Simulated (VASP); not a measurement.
# Tl (P6_3/mmc) in VASP: a series of runs

Runs on Tl. Level: PBE. Tasks: single point.

Everything below comes from runs of VASP 6.6.1. Logs are shortened: lines on timing, memory, paths and dates and some standing lists are left out, and cuts for length are marked.

**1. Starting point**

It takes space group P6_3/mmc (No. 194, hexagonal). The conventional cell has a = 3.456 Å, b = 3.456 Å, c = 5.525 Å, α = 90.00°, β = 90.00°, γ = 120.00°. Around Tl (site symmetry -6m2) lie 12 Tl at 3.41 to 3.46 Å.

**2. Single point, PBE**

Contents of INCAR:

```
SYSTEM = Tl
PREC     = Accurate       ! precision mode
ENCUT    = 520            ! plane-wave cutoff, eV
EDIFF    = 1E-7           ! SCF threshold, eV
ISMEAR   = -1             ! smearing method
SIGMA    = 0.05           ! smearing width, eV
LREAL    = .False.        ! projectors in reciprocal space
LASPH    = .True.         ! aspherical terms in the spheres
NELM     = 100            ! most SCF steps
ALGO     = Normal         ! electronic algorithm
ISIF     = 2              ! what is computed and relaxed
LWAVE    = .False.        ! write WAVECAR
LCHARG   = .True.         ! write CHGCAR
GGA      = PE             ! functional
LELF     = .True.         ! ELF
LVHAR    = .True.       
NBANDS   = 20             ! bands
```

Contents of KPOINTS:

```
Automatic mesh
0
Gamma
  11 11 6
  0 0 0
```

Contents of POSCAR:

```
Tl
1.0
    3.4559983565      0.0000000000      0.0000000000
   -1.7279991783      2.9929823722      0.0000000000
    0.0000000000      0.0000000000      5.5250000000
Tl
2
Direct
    0.3333333333      0.6666666667      0.2500000000
    0.6666666667      0.3333333333      0.7500000000
```

Potentials or basis: VASP PAW PBE potentials, release 64 (Tl_d).

On the command line:

```
cat potpaw_PBE.64/Tl_d/POTCAR > POTCAR
mpirun -np 1 vasp_std > vasp.out
```

OUTCAR:

```text
SYSTEM = Tl
   PREC = Accurate
   ENCUT = 520
   EDIFF = 1E-7
   ISMEAR = -1
   LREAL = .False.
   LASPH = .True.
   NELM = 100
   ISIF = 2
   GGA = PE

 ion  position               nearest neighbor table
   1  0.333  0.667  0.250-   2 3.41   2 3.41   2 3.41   2 3.41   2 3.41   2 3.41
   2  0.667  0.333  0.750-   1 3.41   1 3.41   1 3.41   1 3.41   1 3.41   1 3.41

  LATTYP: Found a hexagonal cell.
 ALAT       =     3.4559983565
 C/A-ratio  =     1.5986697417

  Lattice vectors:

 A1 = (   3.4559983565,   0.0000000000,   0.0000000000)
 A2 = (  -1.7279991783,   2.9929823722,   0.0000000000)
 A3 = (   0.0000000000,   0.0000000000,   5.5250000000)

Analysis of symmetry for initial positions (statically):
=====================================================================
 Subroutine PRICEL returns:
 Original cell was already a primitive cell.

 Routine SETGRP: Setting up the symmetry group for a
 hexagonal supercell.

 Subroutine GETGRP returns: Found 24 space group operations
 (whereof 12 operations were pure point group operations)
 out of a pool of 24 trial point group operations.

The static configuration has the point symmetry D_3d.
 The point group associated with its full space group is D_6h.

Analysis of symmetry for dynamics (positions and initial velocities):
=====================================================================
 Subroutine PRICEL returns:
 Original cell was already a primitive cell.

 Routine SETGRP: Setting up the symmetry group for a
 hexagonal supercell.

 Subroutine GETGRP returns: Found 24 space group operations
 (whereof 12 operations were pure point group operations)
 out of a pool of 24 trial point group operations.

The dynamic configuration has the point symmetry D_3d.
 The point group associated with its full space group is D_6h.

 Subroutine INISYM returns: Found 24 space group operations
 (whereof 12 operations are pure point group operations),
 and found     1 'primitive' translations

----------------------------------------------------------------------------------------

                                     Primitive cell

  volume of cell :      57.1492

  direct lattice vectors                    reciprocal lattice vectors
     3.455998356  0.000000000  0.000000000     0.289351989  0.167057449  0.000000000
    -1.727999178  2.992982372  0.000000000     0.000000000  0.334114898  0.000000000
     0.000000000  0.000000000  5.525000000     0.000000000  0.000000000  0.180995475

  length of vectors
     3.455998356  3.455998357  5.525000000     0.334114898  0.334114898  0.180995475

  position of ions in fractional coordinates (direct lattice)
     0.333333333  0.666666667  0.250000000
     0.666666667  0.333333333  0.750000000

  ion indices of the primitive-cell ions
   primitive index   ion index
                 1           1
                 2           2

----------------------------------------------------------------------------------------

 KPOINTS: Automatic mesh

Automatic generation of k-mesh.
 Grid dimensions read from file:
 generate k-points for:   11   11    6

 Generating k-lattice:

  Cartesian coordinates                     Fractional coordinates (reciprocal lattice)
     0.026304726  0.015187041  0.000000000     0.090909091  0.000000000  0.000000000
     0.000000000  0.030374082  0.000000000     0.000000000  0.090909091  0.000000000
     0.000000000  0.000000000  0.030165913     0.000000000  0.000000000  0.166666667

  Length of vectors
     0.030374082  0.030374082  0.030165913

  Shift w.r.t. Gamma in fractional coordinates (k-lattice)
     0.000000000  0.000000000  0.000000000

 Subroutine IBZKPT returns following result:
 ===========================================

 Found     64 irreducible k-points:

 Following reciprocal coordinates:
            Coordinates               Weight
  0.000000  0.000000  0.000000      1.000000
  0.090909  0.000000  0.000000      6.000000
  0.181818  0.000000  0.000000      6.000000
  0.272727  0.000000  0.000000      6.000000
  0.363636  0.000000  0.000000      6.000000
  0.454545  0.000000  0.000000      6.000000
[... 16 lines left out ...]
  0.090909  0.090909  0.166667     12.000000
  0.181818  0.090909  0.166667     24.000000
 [... further k-points ...]
   k-points           NKPTS =     64   k-points in BZ     NKDIM =     64   number of bands    NBANDS=     20
   number of dos      NEDOS =    301   number of ions     NIONS =      2
   total plane-waves  NPLWV =  32928
   dimension x,y,z NGX =    28 NGY =   28 NGZ =   42
   dimension x,y,z NGXF=    56 NGYF=   56 NGZF=   84
   ions per type =               2
   NGX,Y,Z   is equivalent  to a cutoff of  13.47, 13.47, 12.64 a.u.
   NGXF,Y,Z  is equivalent  to a cutoff of  26.94, 26.94, 25.28 a.u.
 SYSTEM =  Tl
   PREC   = accura    normal or accurate (medium, high low for compatibility)
   ISTART =      0    job   : 0-new  1-cont  2-samecut
   ICHARG =      2    charge: 1-file 2-atom 10-const
   ISPIN  =      1    spin polarized calculation?
   LNONCOLLINEAR =      F non collinear calculations
   LSORBIT =      F    spin-orbit coupling
   LASPH  =      T    aspherical Exc in radial PAW
   ENCUT  =  520.0 eV  38.22 Ry    6.18 a.u.   6.43  6.43 10.27*2*pi/ulx,y,z
   NELM   =    100;   NELMIN=  2; NELMDL= -5     # of ELM steps
   EDIFF  = 0.1E-06   stopping-criterion for ELM
   LREAL  =      F    real-space projection
   EDIFFG = 0.1E-05   stopping-criterion for IOM
   NSW    =      0    number of steps for IOM
   IBRION =     -1    ionic relax: 0-MD 1-quasi-New 2-CG
   NFREE  =      0    steps in history (QN), initial steepest desc. (CG)
   ISIF   =      2    stress and relaxation
   ISYM   =      2    0-nonsym 1-usesym 2-fastsym
   POTIM  = 0.5000    time-step for ionic-motion
   TEBEG  =    0.0;   TEEND  =   0.0 temperature during run
   PSTRESS=    0.0 pullay stress
   NELECT =      26.0000    total number of electrons
   NUPDOWN=      -1.0000    fix difference up-down
   EMIN   =  10.00;   EMAX   =-10.00  energy-range for DOS
   EFERMI =   0.00;   METHOD = LEGACY
   ISMEAR =    -1;   SIGMA  =   0.05  broadening in eV -4-tet -1-fermi 0-gaus
   EFERMI_NEDOS =   21; number of points for ismear=-14 and -15
   IALGO  =     38    algorithm
   IMIX   =      4    mixing-type and parameters
     AMIX     =   0.40;   BMIX     =  1.00
     AMIX_MAG =   1.60;   BMIX_MAG =  1.00
  volume/ion in A,a.u.               =      28.57       192.83
  Fermi-wavevector in a.u.,A,eV,Ry     =   1.259107  2.379367 21.570001  1.585350
  Thomas-Fermi vector in A             =   2.392683
   LORBIT       =      0    0 simple, 1 ext, 2 COOP (PROOUT), +10 PAW based schemes
   GGA     = PE    functional components
   LHFCALC =     F    Hartree Fock is set to
   AEXX    =    0.0000 exact exchange contribution
   IVDW    =     0    specifies the selected vdW correction
   LEPSILON=     F    determine dielectric tensor
   LRPA    =     F    only Hartree local field effects (RPA)
 non-spin polarized calculation
  energy-cutoff  :      520.00
  volume of cell :       57.15
 maximum number of plane-waves:      1566
 NGX is ok and might be reduce to    28
   NGX = 13   NGY = 13   NGZ = 21

 number of electron      26.0000004 magnetization

 Free energy of the ion-electron system (eV)
  ---------------------------------------------------
  ext. energy  EPLUGINS =         0.00000000
  ---------------------------------------------------
  free energy    TOTEN  =        -4.41065603 eV

  energy without entropy =       -4.40117503  energy(sigma->0) =       -4.40591553

 E-fermi :   6.5543     XC(G=0): -10.1949

 val. band max:        6.5343215490   @ k =   0.4545   0.0909   0.1667
 cond. band min:       6.5641381920   @ k =   0.2727   0.1818   0.5000
 fundamental gap:      0.0298166430
 Fermi energy:         6.5543116017

 k-point     1 :       0.0000    0.0000    0.0000
  band No.  band energies     occupation
      1      -5.2286      2.00000
      2      -4.9993      2.00000
      3      -4.9818      2.00000
      4      -4.9818      2.00000
      5      -4.9282      2.00000
      6      -4.9282      2.00000
[... 12 lines left out ...]
     19      17.4111      0.00000
     20      17.5060      0.00000

 k-point     2 :       0.0909    0.0000    0.0000
  band No.  band energies     occupation
      1      -5.2019      2.00000
      2      -5.0329      2.00000
      3      -4.9466      2.00000
      4      -4.9424      2.00000
      5      -4.9278      2.00000
      6      -4.8954      2.00000
[... 12 lines left out ...]
     19      17.4650      0.00000
     20      18.1487      0.00000

 k-point     3 :       0.1818    0.0000    0.0000
  band No.  band energies     occupation
      1      -5.1862      2.00000
      2      -5.0368      2.00000
      3      -4.9488      2.00000
      4      -4.9451      2.00000
      5      -4.9195      2.00000
      6      -4.8547      2.00000
[... 12 lines left out ...]
     19      16.8558      0.00000
     20      18.2945      0.00000

 k-point     4 :       0.2727    0.0000    0.0000
  band No.  band energies     occupation
      1      -5.2432      2.00000
      2      -5.0427      2.00000
      3      -5.0381      2.00000
      4      -4.9671      2.00000
      5      -4.9064      2.00000
      6      -4.7466      2.00000
[... 12 lines left out ...]
     19      16.0422      0.00000
     20      17.3858      0.00000

 k-point     5 :       0.3636    0.0000    0.0000
  band No.  band energies     occupation
      1      -5.3070      2.00000
      2      -5.1315      2.00000
      3      -5.0865      2.00000
      4      -5.0074      2.00000
      5      -4.8384      2.00000
      6      -4.7765      2.00000
[... 12 lines left out ...]
     19      15.2865      0.00000
     20      16.7486      0.00000
[... 353 lines left out ...]
      6      -4.7854      2.00000
[... 12 lines left out ...]
     19      15.0916      0.00000
     20      16.3105      0.00000

 k-point    22 :       0.4545    0.0000    0.1667
  band No.  band energies     occupation
      1      -5.3242      2.00000
      2      -5.2404      2.00000
      3      -5.0876      2.00000
      4      -4.9970      2.00000
      5      -4.9085      2.00000
      6      -4.7493      2.00000
[... 12 lines left out ...]
     19      14.8818      0.00000
     20      16.0444      0.00000

 k-point    23 :       0.0909    0.0909    0.1667
  band No.  band energies     occupation
      1      -5.1530      2.00000
      2      -5.0563      2.00000
      3      -4.9865      2.00000
      4      -4.9455      2.00000
      5      -4.9319      2.00000
      6      -4.8742      2.00000
[... 12 lines left out ...]
     19      16.8791      0.00000
     20      17.6772      0.00000

 k-point    24 :       0.1818    0.0909    0.1667
  band No.  band energies     occupation
      1      -5.1670      2.00000
      2      -5.0656      2.00000
      3      -5.0157      2.00000
      4      -4.9508      2.00000
      5      -4.9292      2.00000
      6      -4.8031      2.00000
[... 12 lines left out ...]
     19      16.7104      0.00000
     20      17.5783      0.00000

 [... further k-points ...]
[... 5 lines left out ...]
  --------------------------------------------------------------------------------------
  -------------------------------------------------------------------------------------
  Total        1.0986986      1.0986986      1.1609137     -0.0000000      0.0000000      0.0000000
  in kB       30.8020196     30.8020196     32.5462190     -0.0000000      0.0000000      0.0000000
  external PRESSURE =      31.3834194 kB  Pullay stress =       0.0000000 kB

 VOLUME and BASIS-vectors are now :
 -----------------------------------------------------------------------------
  energy-cutoff  :      520.00
  volume of cell :       57.15
      direct lattice vectors                 reciprocal lattice vectors
     3.455998356  0.000000000  0.000000000     0.289351989  0.167057449  0.000000000
    -1.727999178  2.992982372  0.000000000     0.000000000  0.334114898  0.000000000
     0.000000000  0.000000000  5.525000000     0.000000000  0.000000000  0.180995475

 POSITION                                       TOTAL-FORCE (eV/Angst)
 -----------------------------------------------------------------------------------
     -0.00000      1.99532      1.38125        -0.000000      0.000000      0.000000
      1.72800      0.99766      4.14375         0.000000      0.000000      0.000000
 -----------------------------------------------------------------------------------
    total drift:                                0.000000     -0.000000      0.000000

  FREE ENERGIE OF THE ION-ELECTRON SYSTEM (eV)
  ---------------------------------------------------
  free  energy   TOTEN  =        -4.4106560273 eV

  energy  without entropy=       -4.4011750287  energy(sigma->0) =       -4.40591553
```

Run time: 42 s. Hardware: 1 thread of AMD EPYC 7R13 (Zen 3), shared host; peak memory 0.18 GiB.

What came out:

- Free energy: -4.4107 eV
- Pressure: 3.1 GPa
- Band gap on the k mesh: none (metal or under the smearing width)

Stress tensor (GPa, compression positive):
```
3.08 0.00 0.00
0.00 3.08 0.00
0.00 0.00 3.25
```

Spin-orbit coupling is left out, which matters for the levels of Tl.

**3. Single point, PBE (volume scaled by 1.03)**

Contents of INCAR:

```
SYSTEM = Tl
ALGO = Fast
EDIFF = 1E-7
ENCUT = 520
GGA = PE
ISIF = 2
ISMEAR = -1
LASPH = .True.
LCHARG = .False.
LREAL = .False.
LWAVE = .False.
NBANDS = 20
NELM = 100
PREC = Accurate
SIGMA = 0.05
```

Contents of KPOINTS:

```
k-points
0
Gamma
  11 11 6
  0 0 0
```

Contents of POSCAR:

```
Tl
1.0
    3.4902183875      0.0000000000      0.0000000000
   -1.7451091938      3.0226177884      0.0000000000
    0.0000000000      0.0000000000      5.5797065281
Tl
2
Direct
    0.3333333333      0.6666666667      0.2500000000
    0.6666666667      0.3333333333      0.7500000000
```

Potentials or basis: VASP PAW PBE potentials, release 64 (Tl_d).

On the command line:

```
cat potpaw_PBE.64/Tl_d/POTCAR > POTCAR
mpirun -np 1 vasp_std > vasp.out
```

It took 44 s on 1 thread of AMD EPYC 7R13 (Zen 3), shared host; peak memory 0.17 GiB.

The run converged. Its results:

```yaml
Free_energy: -4.4387 eV
Pressure: 2.0 GPa
Band_gap_on_the_k_mesh: none (metal or under the smearing width)
```

Levels at points of the mesh, in eV from the Fermi level:
```csv
k point,band 11,band 12,band 13,band 14,band 15,band 16
"(0.00, 0.00, 0.00)",-9.82,-5.10,-2.69,7.82,7.82,9.83
"(0.00, 0.00, 0.50)",-8.43,-8.43,3.29,3.29,8.77,8.77
```
